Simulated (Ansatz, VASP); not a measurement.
**Two plane-wave programs on Pd**

```xyz
1
Lattice="0.0000 1.9587 1.9587 1.9587 0.0000 1.9587 1.9587 1.9587 0.0000" Properties=species:S:1:pos:R:3 pbc="T T T"
Pd    0.0000    0.0000    0.0000
```

Alike in both runs: task single point; functional PBE; k mesh 8 × 8 × 8; occupations gaussian, width 0.1 eV; no spin polarisation.

```csv
,VASP,Ansatz
version,VASP 6.6.1,Ansatz 0.2.0
potentials or method,"VASP PAW PBE potentials, release 64 (Pd)","scalar-relativistic, plane waves, PAW"
plane-wave cutoff (eV),520,420
valence electrons in the cell,10,18
```

```csv
,VASP,Ansatz,Ansatz less VASP
gap on the k mesh at the Fermi level (eV),none,none,-
pressure (GPa),3.9,4.2,+0.31
```

A gap of «none» marks a metal or a gap that the smearing closes. The functional is the same, so the differences come from potentials, cutoffs and numerics. The two sets of potentials don't hold the same shells in valence.
